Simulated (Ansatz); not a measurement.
Two states of MnS

```
Mn S
1.0
    -2.83775    5.83507    2.85725
     2.98702   -2.87581    5.78034
     2.89872    2.91592    0.06420
Mn S
4 4
Direct
  0.01100 0.00307 0.97872
  0.98308 0.49443 0.46237
  0.47624 0.74061 0.75143
  0.48607 0.23894 0.26686
  0.14946 0.16980 0.43634
  0.16269 0.71647 0.00174
  0.62515 0.94902 0.22242
  0.61247 0.44793 0.67318
```

Single point in Ansatz 0.2.0 with r2SCAN. Cutoff 500 eV, PAW datasets, 3×3×5 (shifted by 0.5, 0.5, 0.5 steps) k mesh, fermi-dirac filling (width 0.1068 eV).

State A: Mn1 down, Mn2 up, Mn3 up, Mn4 down (collinear spin). State B: Mn1 down, Mn2 down, Mn3 up, Mn4 up (collinear spin).

Q: Compare the two self-consistent states.

A: State B is lower by 14.1 meV an atom at zero smearing.

```csv
state,free energy (meV/atom),largest moment in a small sphere (μB),net moment (μB/cell),gap on mesh (eV),pressure (GPa),largest force (eV/Å)
A,14.1,4.23,0.00,2.05,-2.4,3.22
B,0.0,4.19,0.00,1.82,-2.8,2.92
```

Origin: a strained cell with displaced atoms, so it need not be a known compound. Caveats: an odd or shifted mesh can miss the band edges, so this level's true gap may be smaller; atoms or cell far from equilibrium.
